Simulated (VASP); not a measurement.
# Shielding tensors and field gradients of BAs, part 2 of 3

Aim: NMR shielding tensors and field gradients of BAs. The cell is of the zinc-blende type, one of the forms listed for this formula, which need not be the common one. The start is a cell from a database of measured crystal structures.

VASP 6.6.1, plane waves and PAW; the level of theory is named at each step.

So far. Step 2 (Ground state): The cell has a gap of 1.19 eV on this mesh and a pressure of +3.5 GPa, which holds the misfit of the given cell and coordinates with this functional, and any error of cutoff, mesh and data sets. Spin-orbit coupling is left out, which can shift or reorder these edges.

**3. Shielding tensors**

This step: chemical shifts by linear response (GIPAW), PBE; plane waves and PAW (As, B) (VASP 6.6.1).

LCHIMAG computes the induced currents by linear response. It needs tightly converged orbitals and a cutoff well above the default; LEFG adds the field gradients at no cost.

Contents of INCAR:

```
SYSTEM = BAs
PREC = Accurate
ENCUT = 450
EDIFF = 1E-09
NELM = 100
ISMEAR = 0
SIGMA = 0.01
LREAL = .FALSE.
ALGO = Normal
GGA = PE
NBANDS = 10
LWAVE = .FALSE.
LCHARG = .FALSE.
KPAR = 2
LCHIMAG = .TRUE.
LEFG = .TRUE.
DQ = 0.001
ICHIBARE = 1
LNMR_SYM_RED = .TRUE.
```

Contents of POSCAR:

```
BAs
1.0
    0.0000000000      2.3885000000      2.3885000000
    2.3885000000      0.0000000000      2.3885000000
    2.3885000000      2.3885000000      0.0000000000
As B
1 1
Direct
    0.7500000000      0.7500000000      0.7500000000
    0.0000000000      0.0000000000      0.0000000000
```

Contents of KPOINTS:

```
Automatic mesh
0
Gamma
8 8 8
0 0 0
```

Potentials, in the order of the species: As and B (PBE family, release 64).

Launch:

```bash
mpirun -np 2 vasp_std
```

What it wrote:

```text
[... set-up lines as in an earlier step ...]
 entering main loop
       N       E                     dE             d eps       ncg     rms          rms(c)
DAV:   1     0.960543105626E+01    0.96054E+01   -0.35141E+03   580   0.631E+02
DAV:   2    -0.114902620410E+02   -0.21096E+02   -0.20322E+02   810   0.985E+01
DAV:   3    -0.120419987851E+02   -0.55174E+00   -0.55063E+00   674   0.155E+01
DAV:   4    -0.120435257418E+02   -0.15270E-02   -0.15268E-02   706   0.921E-01
DAV:   5    -0.120435283191E+02   -0.25773E-05   -0.25773E-05   680   0.387E-02    0.493E+00
DAV:   6    -0.114661295697E+02    0.57740E+00   -0.16441E+00   628   0.560E+00    0.240E+00
DAV:   7    -0.114069112817E+02    0.59218E-01   -0.19592E-01   700   0.233E+00    0.978E-01
DAV:   8    -0.114001416512E+02    0.67696E-02   -0.21153E-02   642   0.870E-01    0.101E-01
DAV:   9    -0.114004376073E+02   -0.29596E-03   -0.72673E-04   670   0.169E-01    0.596E-02
DAV:  10    -0.114006053538E+02   -0.16775E-03   -0.22359E-04   648   0.963E-02    0.137E-02
DAV:  11    -0.114006108855E+02   -0.55317E-05   -0.58820E-06   710   0.174E-02    0.115E-02
DAV:  12    -0.114006107808E+02    0.10475E-06   -0.28575E-06   628   0.973E-03    0.341E-03
DAV:  13    -0.114006108473E+02   -0.66500E-07   -0.86918E-08   694   0.205E-03    0.109E-03
DAV:  14    -0.114006109630E+02   -0.11568E-06   -0.14342E-08   648   0.844E-04    0.103E-04
DAV:  15    -0.114006109692E+02   -0.62619E-08   -0.31843E-10   470   0.140E-04    0.154E-04
DAV:  16    -0.114006109597E+02    0.95262E-08   -0.84850E-11   366   0.523E-05    0.872E-06
DAV:  17    -0.114006109584E+02    0.13245E-08   -0.28490E-12   348   0.148E-05    0.109E-05
DAV:  18    -0.114006109590E+02   -0.66365E-09    0.54452E-13   348   0.482E-06
ion   1
     0.0000000     0.0000000     0.0000000     0.0000000     0.0000000    -0.0000000
     0.0000490     0.0000000     0.0000000     0.0000000     0.0000000    -0.0000000
     0.0000675     0.0000000     0.0000000     0.0000000     0.0000000    -0.0000000
     0.0000929     0.0000000     0.0000000     0.0000000     0.0000000    -0.0000000
     0.0001280     0.0000000     0.0000000     0.0000000     0.0000000    -0.0000000

     0.0000000     0.0000000    -0.0000000     0.0000000     0.0000000    -0.0000000
     0.0000490     0.0000000    -0.0000000     0.0000000     0.0000000    -0.0000000
     0.0000675     0.0000000    -0.0000000     0.0000000     0.0000000    -0.0000000
     0.0000929     0.0000000    -0.0000000     0.0000000     0.0000000    -0.0000000
     0.0001280     0.0000000    -0.0000000     0.0000000     0.0000000    -0.0000000

ion   2
     0.0000000    -0.0000000    -0.0000000    -0.0000000    -0.0000000    -0.0000000
     0.0000257    -0.0000000    -0.0000000    -0.0000000    -0.0000000    -0.0000000
     0.0000354    -0.0000000    -0.0000000    -0.0000000    -0.0000000    -0.0000000
     0.0000487    -0.0000000    -0.0000000    -0.0000000    -0.0000000    -0.0000000
     0.0000671    -0.0000000    -0.0000000    -0.0000000    -0.0000000    -0.0000000

     0.0000000    -0.0000000    -0.0000000    -0.0000000    -0.0000000    -0.0000000
     0.0000257    -0.0000000    -0.0000000    -0.0000000    -0.0000000    -0.0000000
     0.0000354    -0.0000000    -0.0000000    -0.0000000    -0.0000000    -0.0000000
     0.0000487    -0.0000000    -0.0000000    -0.0000000    -0.0000000    -0.0000000
     0.0000671    -0.0000000    -0.0000000    -0.0000000    -0.0000000    -0.0000000

   1 F= -.11400611E+02 E0= -.11400611E+02  d E =-.433090E-73
DAV:   1    -0.357697402894E+01   -0.35770E+01    0.00000E+00     0   0.000E+00
DAV:   2    -0.357697402894E+01    0.00000E+00    0.00000E+00     0   0.000E+00
BDIR= 1  IDIR= 2  IQ= -1
DAV:   1    -0.714896208868E+01   -0.71490E+01   -0.13895E-02   654   0.398E-01
DAV:   2    -0.714898378699E+01   -0.21698E-04   -0.21698E-04   654   0.102E-01
DAV:   3    -0.714898380570E+01   -0.18704E-07   -0.18664E-07   834   0.399E-03
DAV:   4    -0.714898380567E+01    0.22762E-10   -0.68255E-11   688   0.467E-05
       N       E                     dE             d eps       ncg     rms
RMM:   1    -0.212290796384E+02   -0.21229E+02   -0.52792E+01  1259   0.240E+01
RMM:   2    -0.219036245910E+02   -0.67454E+00   -0.70164E-01  1328   0.343E+00
RMM:   3    -0.219309397918E+02   -0.27315E-01   -0.51855E-02  1333   0.486E-01
RMM:   4    -0.219327331006E+02   -0.17933E-02   -0.26899E-03  1366   0.942E-02
RMM:   5    -0.219328894496E+02   -0.15635E-03   -0.29520E-04  1368   0.226E-02
RMM:   6    -0.219329078548E+02   -0.18405E-04   -0.40329E-05  1370   0.604E-03
RMM:   7    -0.219329095264E+02   -0.16716E-05   -0.30673E-06  1302   0.142E-03
RMM:   8    -0.219329097312E+02   -0.20476E-06   -0.52695E-07  1161   0.417E-04
RMM:   9    -0.219329097420E+02   -0.10860E-07   -0.16337E-08  1075   0.108E-04
RMM:  10    -0.219329097430E+02   -0.10144E-08   -0.14100E-09  1035   0.491E-05
RMM:  11    -0.219329097431E+02   -0.82341E-10   -0.20958E-10  1010   0.337E-05
BDIR= 1  IDIR= 2  IQ=  0
DAV:   1    -0.715394837939E+01   -0.71539E+01   -0.32396E-13   336   0.137E-06
DAV:   2    -0.715394837937E+01    0.17722E-10   -0.67361E-13   338   0.354E-07
       N       E                     dE             d eps       ncg     rms
RMM:   1    -0.212766933584E+02   -0.21277E+02   -0.53083E+01  1261   0.240E+01
RMM:   2    -0.219568066896E+02   -0.68011E+00   -0.70529E-01  1328   0.344E+00
RMM:   3    -0.219842973914E+02   -0.27491E-01   -0.52126E-02  1316   0.486E-01
RMM:   4    -0.219860951726E+02   -0.17978E-02   -0.26672E-03  1326   0.932E-02
RMM:   5    -0.219862524171E+02   -0.15724E-03   -0.29942E-04  1319   0.219E-02
RMM:   6    -0.219862708871E+02   -0.18470E-04   -0.39795E-05  1317   0.591E-03
RMM:   7    -0.219862725626E+02   -0.16756E-05   -0.31254E-06  1205   0.140E-03
RMM:   8    -0.219862727705E+02   -0.20786E-06   -0.53035E-07  1075   0.411E-04
RMM:   9    -0.219862727815E+02   -0.10969E-07   -0.16346E-08   997   0.107E-04
RMM:  10    -0.219862727825E+02   -0.10148E-08   -0.13958E-09   929   0.482E-05
RMM:  11    -0.219862727826E+02   -0.81538E-10   -0.20892E-10   890   0.329E-05
BDIR= 1  IDIR= 2  IQ=  1
DAV:   1    -0.715936311097E+01   -0.71594E+01   -0.13879E-02   652   0.398E-01
DAV:   2    -0.715938487710E+01   -0.21766E-04   -0.21766E-04   644   0.102E-01
DAV:   3    -0.715938489688E+01   -0.19785E-07   -0.19778E-07   832   0.410E-03
DAV:   4    -0.715938489689E+01   -0.49489E-11   -0.13885E-10   670   0.645E-05
       N       E                     dE             d eps       ncg     rms
RMM:   1    -0.213259226552E+02   -0.21326E+02   -0.53376E+01  1261   0.240E+01
RMM:   2    -0.220115715720E+02   -0.68565E+00   -0.70872E-01  1327   0.344E+00
[...]
BDIR= 3  IDIR= 1  IQ= -1
DAV:   1    -0.713524911744E+01   -0.71352E+01   -0.13440E-02   664   0.404E-01
DAV:   2    -0.713527233519E+01   -0.23218E-04   -0.23218E-04   644   0.103E-01
DAV:   3    -0.713527235574E+01   -0.20547E-07   -0.20548E-07   844   0.417E-03
DAV:   4    -0.713527235576E+01   -0.18985E-10   -0.91151E-11   670   0.505E-05
       N       E                     dE             d eps       ncg     rms
RMM:   1    -0.362483789602E+02   -0.36248E+02   -0.11629E+02  1268   0.275E+01
RMM:   2    -0.379292505002E+02   -0.16809E+01   -0.14556E+00  1323   0.460E+00
RMM:   3    -0.379909916818E+02   -0.61741E-01   -0.10770E-01  1348   0.756E-01
RMM:   4    -0.379947785376E+02   -0.37869E-02   -0.62789E-03  1368   0.158E-01
RMM:   5    -0.379950288297E+02   -0.25029E-03   -0.45972E-04  1377   0.373E-02
RMM:   6    -0.379950532597E+02   -0.24430E-04   -0.42277E-05  1354   0.952E-03
RMM:   7    -0.379950555790E+02   -0.23192E-05   -0.44152E-06  1296   0.259E-03
RMM:   8    -0.379950558556E+02   -0.27662E-06   -0.64962E-07  1196   0.741E-04
RMM:   9    -0.379950558724E+02   -0.16815E-07   -0.26476E-08  1149   0.203E-04
RMM:  10    -0.379950558740E+02   -0.15981E-08   -0.24208E-09  1094   0.714E-05
RMM:  11    -0.379950558741E+02   -0.12982E-09   -0.28954E-10  1056   0.390E-05
BDIR= 3  IDIR= 1  IQ=  0
DAV:   1    -0.715394837937E+01   -0.71539E+01   -0.28560E-13   336   0.137E-06
DAV:   2    -0.715394837937E+01    0.32294E-11   -0.29181E-13   338   0.354E-07
       N       E                     dE             d eps       ncg     rms
RMM:   1    -0.363101017668E+02   -0.36310E+02   -0.11656E+02  1269   0.275E+01
RMM:   2    -0.379967698412E+02   -0.16867E+01   -0.14532E+00  1311   0.460E+00
RMM:   3    -0.380583277943E+02   -0.61558E-01   -0.10751E-01  1321   0.756E-01
RMM:   4    -0.380621012775E+02   -0.37735E-02   -0.62406E-03  1326   0.158E-01
RMM:   5    -0.380623507582E+02   -0.24948E-03   -0.45753E-04  1331   0.372E-02
RMM:   6    -0.380623750137E+02   -0.24256E-04   -0.42066E-05  1302   0.950E-03
RMM:   7    -0.380623773234E+02   -0.23097E-05   -0.43886E-06  1228   0.258E-03
RMM:   8    -0.380623775977E+02   -0.27430E-06   -0.64731E-07  1119   0.739E-04
RMM:   9    -0.380623776143E+02   -0.16607E-07   -0.26217E-08  1069   0.202E-04
RMM:  10    -0.380623776159E+02   -0.15776E-08   -0.23752E-09   996   0.713E-05
RMM:  11    -0.380623776160E+02   -0.12795E-09   -0.28793E-10   950   0.393E-05
BDIR= 3  IDIR= 1  IQ=  1
DAV:   1    -0.717298011572E+01   -0.71730E+01   -0.13417E-02   662   0.404E-01
DAV:   2    -0.717300328418E+01   -0.23168E-04   -0.23168E-04   650   0.103E-01
DAV:   3    -0.717300330356E+01   -0.19381E-07   -0.19396E-07   838   0.406E-03
DAV:   4    -0.717300330358E+01   -0.17784E-10   -0.11628E-10   680   0.585E-05
       N       E                     dE             d eps       ncg     rms
RMM:   1    -0.363685421481E+02   -0.36369E+02   -0.11680E+02  1270   0.275E+01
RMM:   2    -0.380599318179E+02   -0.16914E+01   -0.14497E+00  1323   0.460E+00
RMM:   3    -0.381212257554E+02   -0.61294E-01   -0.10720E-01  1351   0.756E-01
RMM:   4    -0.381249768075E+02   -0.37511E-02   -0.61897E-03  1370   0.158E-01
RMM:   5    -0.381252240142E+02   -0.24721E-03   -0.45204E-04  1378   0.372E-02
RMM:   6    -0.381252478744E+02   -0.23860E-04   -0.41436E-05  1355   0.948E-03
RMM:   7    -0.381252501408E+02   -0.22665E-05   -0.42924E-06  1296   0.258E-03
RMM:   8    -0.381252504077E+02   -0.26686E-06   -0.62924E-07  1197   0.734E-04
RMM:   9    -0.381252504238E+02   -0.16146E-07   -0.25691E-08  1146   0.201E-04
RMM:  10    -0.381252504254E+02   -0.15393E-08   -0.23081E-09  1094   0.710E-05
RMM:  11    -0.381252504255E+02   -0.12462E-09   -0.28117E-10  1055   0.393E-05
BDIR= 3  IDIR= 2  IQ= -1
DAV:   1    -0.714896208868E+01   -0.71490E+01   -0.13895E-02   654   0.398E-01
DAV:   2    -0.714898378698E+01   -0.21698E-04   -0.21698E-04   654   0.102E-01
DAV:   3    -0.714898380565E+01   -0.18672E-07   -0.18665E-07   834   0.399E-03
DAV:   4    -0.714898380567E+01   -0.19702E-10   -0.68788E-11   688   0.467E-05
       N       E                     dE             d eps       ncg     rms
RMM:   1    -0.352679831859E+02   -0.35268E+02   -0.11448E+02  1265   0.275E+01
RMM:   2    -0.369191777095E+02   -0.16512E+01   -0.14004E+00  1324   0.455E+00
RMM:   3    -0.369759863306E+02   -0.56809E-01   -0.90987E-02  1341   0.723E-01
RMM:   4    -0.369795642179E+02   -0.35779E-02   -0.61215E-03  1353   0.156E-01
RMM:   5    -0.369798054738E+02   -0.24126E-03   -0.43540E-04  1362   0.362E-02
RMM:   6    -0.369798283611E+02   -0.22887E-04   -0.39364E-05  1353   0.920E-03
RMM:   7    -0.369798304746E+02   -0.21135E-05   -0.40011E-06  1285   0.246E-03
RMM:   8    -0.369798307101E+02   -0.23549E-06   -0.43464E-07  1179   0.692E-04
RMM:   9    -0.369798307353E+02   -0.25205E-07   -0.46081E-08  1126   0.215E-04
RMM:  10    -0.369798307383E+02   -0.30752E-08   -0.78935E-09  1077   0.784E-05
RMM:  11    -0.369798307385E+02   -0.15398E-09   -0.21648E-10  1032   0.383E-05
BDIR= 3  IDIR= 2  IQ=  0
DAV:   1    -0.715394837937E+01   -0.71539E+01   -0.41613E-13   336   0.137E-06
DAV:   2    -0.715394837936E+01    0.96341E-11   -0.42797E-13   338   0.354E-07
       N       E                     dE             d eps       ncg     rms
RMM:   1    -0.351231113379E+02   -0.35123E+02   -0.11379E+02  1264   0.275E+01
RMM:   2    -0.367623490813E+02   -0.16392E+01   -0.13994E+00  1312   0.454E+00
RMM:   3    -0.368192282447E+02   -0.56879E-01   -0.90872E-02  1318   0.721E-01
RMM:   4    -0.368228141498E+02   -0.35859E-02   -0.61474E-03  1324   0.155E-01
RMM:   5    -0.368230560119E+02   -0.24186E-03   -0.43740E-04  1328   0.360E-02
RMM:   6    -0.368230790520E+02   -0.23040E-04   -0.39470E-05  1306   0.918E-03
RMM:   7    -0.368230811692E+02   -0.21172E-05   -0.40229E-06  1219   0.246E-03
RMM:   8    -0.368230814064E+02   -0.23713E-06   -0.43456E-07  1107   0.693E-04
RMM:   9    -0.368230814315E+02   -0.25128E-07   -0.46251E-08  1063   0.216E-04
RMM:  10    -0.368230814346E+02   -0.30877E-08   -0.78207E-09   995   0.785E-05
RMM:  11    -0.368230814347E+02   -0.15547E-09   -0.21793E-10   936   0.382E-05
BDIR= 3  IDIR= 2  IQ=  1
DAV:   1    -0.715936311095E+01   -0.71594E+01   -0.13879E-02   652   0.398E-01
DAV:   2    -0.715938487712E+01   -0.21766E-04   -0.21766E-04   644   0.102E-01
DAV:   3    -0.715938489687E+01   -0.19755E-07   -0.19778E-07   832   0.410E-03
DAV:   4    -0.715938489692E+01   -0.51130E-10   -0.13866E-10   670   0.645E-05
       N       E                     dE             d eps       ncg     rms
RMM:   1    -0.349755095592E+02   -0.34976E+02   -0.11307E+02  1263   0.274E+01
RMM:   2    -0.366024938206E+02   -0.16270E+01   -0.13985E+00  1324   0.453E+00
RMM:   3    -0.366594835067E+02   -0.56990E-01   -0.90890E-02  1340   0.719E-01
RMM:   4    -0.366630861162E+02   -0.36026E-02   -0.61960E-03  1355   0.155E-01
RMM:   5    -0.366633298539E+02   -0.24374E-03   -0.44247E-04  1365   0.362E-02
RMM:   6    -0.366633532189E+02   -0.23365E-04   -0.39923E-05  1352   0.921E-03
RMM:   7    -0.366633553644E+02   -0.21455E-05   -0.40940E-06  1291   0.247E-03
RMM:   8    -0.366633556065E+02   -0.24211E-06   -0.44158E-07  1183   0.697E-04
RMM:   9    -0.366633556320E+02   -0.25555E-07   -0.47368E-08  1131   0.218E-04
RMM:  10    -0.366633556350E+02   -0.29549E-08   -0.58017E-09  1073   0.792E-05
RMM:  11    -0.366633556353E+02   -0.35408E-09   -0.67926E-10  1040   0.425E-05
       N       E                     dE             d eps       ncg     rms
RLQ:   1    -0.115430655444E+00   -0.11543E+00   -0.16881E-01  1099   0.236E+00
RLQ:   2    -0.118930620506E+00   -0.35000E-02   -0.50495E-03  1219   0.212E-01
RLQ:   3    -0.119125315986E+00   -0.19470E-03   -0.19970E-04  1187   0.342E-02
RLQ:   4    -0.119138988548E+00   -0.13673E-04   -0.34473E-05  1193   0.772E-03
RLQ:   5    -0.119139696675E+00   -0.70813E-06   -0.84022E-07  1108   0.150E-03
RLQ:   6    -0.119139732063E+00   -0.35387E-07   -0.72236E-08   983   0.385E-04
RLQ:   7    -0.119139735801E+00   -0.37379E-08   -0.52332E-09   933   0.118E-04
RLQ:   8    -0.119139736142E+00   -0.34111E-09   -0.95497E-10   831   0.507E-05
```

It took 2.2 min on 2 MPI ranks of AMD EPYC 7R43, shared host; peak memory 0.26 GiB.

From OUTCAR (step 3):

```text
The static configuration has the point symmetry T_d .

 Found     29 irreducible k-points:

   k-points           NKPTS =     29   k-points in BZ     NKDIM =     29   number of bands    NBANDS=     10

   ENCUT  =  450.0 eV  33.07 Ry    5.75 a.u.   5.84  5.84  5.84*2*pi/ulx,y,z

   NELECT =       8.0000    total number of electrons

  Total        0.5925119      0.5925119      0.5925119      0.0000000      0.0000000      0.0000000
  in kB       34.8338831     34.8338831     34.8338831      0.0000000      0.0000000      0.0000000
  external PRESSURE =      34.8338831 kB  Pullay stress =       0.0000000 kB

  energy-cutoff  :      450.00
  volume of cell :       27.25
      direct lattice vectors                 reciprocal lattice vectors
     0.000000000  2.388500000  2.388500000    -0.209336404  0.209336404  0.209336404
     2.388500000  0.000000000  2.388500000     0.209336404 -0.209336404  0.209336404
     2.388500000  2.388500000  0.000000000     0.209336404  0.209336404 -0.209336404

 POSITION                                       TOTAL-FORCE (eV/Angst)
 -----------------------------------------------------------------------------------
      3.58275      3.58275      3.58275         0.000000      0.000000      0.000000
      0.00000      0.00000      0.00000        -0.000000     -0.000000     -0.000000
 -----------------------------------------------------------------------------------
    total drift:                               -0.000000     -0.000000     -0.000000

 Electric field gradients after diagonalization (V/A^2)
 (convention: |V_zz| > |V_xx| > |V_yy|)
----------------------------------------------------------------------
 ion       V_xx      V_yy      V_zz     asymmetry (V_yy - V_xx)/ V_zz
----------------------------------------------------------------------
   1       0.000     0.000    -0.000       0.000
   2       0.000     0.000    -0.000       0.000
----------------------------------------------------------------------

  ORBITAL MAGNETIC SUSCEPTIBILITY, excluding core contribution
 -------------------------------------------------------------
  Approximate magnetic susceptibility, pGv (10^-6 cm^3/mole)
     1        -60.273507          0.000000          0.000000
     2          0.000000        -60.273507         -0.000000
     3          0.000000         -0.000000        -60.273507
 -------------------------------------------------------------
  Approximate magnetic susceptibility, vGv (10^-6 cm^3/mole)
     1        -52.842226          0.000000          0.000000
     2          0.000000        -52.842226         -0.000000
     3         -0.000000         -0.000000        -52.842226

  CSA tensor (J. Mason, Solid State Nucl. Magn. Reson. 2, 285 (1993))
  for chemical shielding  (including the isotropic core contribution)

  BDIR labels direction of applied magnetic field (i.e. B0)
  For BDIR==1, B0 along x-axis, etc.
  Induced field listed along cartesian directions for each BDIR
 ------------------------------------------------------------------------------------------
                 EXCLUDING G=0 CONTRIBUTION              INCLUDING G=0 CONTRIBUTION
 ------------------------------------------------------------------------------------------
  ion  BDIR            X           Y           Z                X           Y           Z
          (   iso_shield        span        skew ) (   iso_shield        span        skew )
 ------------------------------------------------------------------------------------------
    1     1    1470.3943     -0.0000      0.0000        1505.1748     -0.0000      0.0000
          2       0.0000   1470.3943     -0.0000           0.0000   1505.1748     -0.0000
          3      -0.0000      0.0000   1470.3943          -0.0000      0.0000   1505.1748
          (    1470.3943      0.0000      0.0000 ) (    1505.1748      0.0000      0.0000 )

    2     1     101.5429      0.0000      0.0000         136.3234      0.0000      0.0000
          2       0.0000    101.5429      0.0000          -0.0000    136.3234      0.0000
          3       0.0000      0.0000    101.5429           0.0000      0.0000    136.3234
          (     101.5429      0.0000      0.0000 ) (     136.3234      0.0000      0.0000 )
 ------------------------------------------------------------------------------------------

[... 4 parts as in an earlier step ...]

[... 2 further parts left out ...]
```

Numbers from this step:

```yaml
fermi_energy: 6.255 eV
pressure: 3.483 GPa
gap_on_the_k_mesh: 1.185 eV
```

Valence and core; the G = 0 term is that of a spherical sample. NMR shielding, by row:

| atom | isotropic shielding (ppm) | span (ppm) | skew | isotropic shielding without the G = 0 term (ppm) |
| --- | --- | --- | --- | --- |
| As1 | 1505 | 0 | - | 1470 |
| B2 | 136.3 | 0 | - | 101.5 |

Ordered as |Vzz| ≥ |Vxx| ≥ |Vyy|, the program's way. Electric field gradients, by row:

| atom | Vxx (V/Å²) | Vyy (V/Å²) | Vzz (V/Å²) | asymmetry |
| --- | --- | --- | --- | --- |
| As1 | 0 | 0 | 0 | - |
| B2 | 0 | 0 | 0 | - |

[end of part 2 of 3]

[Lines on the potential files, build, host, timing and source positions are cut from VASP's logs without a mark.]

[Logs are printed without paths, hosts, clocks, repeated set-up lines and the standing remarks that a program may print on its own settings, such as how far it seeks lower states.]

[Hosts, paths, dates, database ids (printed as entryN), source tags and the programs' standing remarks are cut or masked in the printed files.]
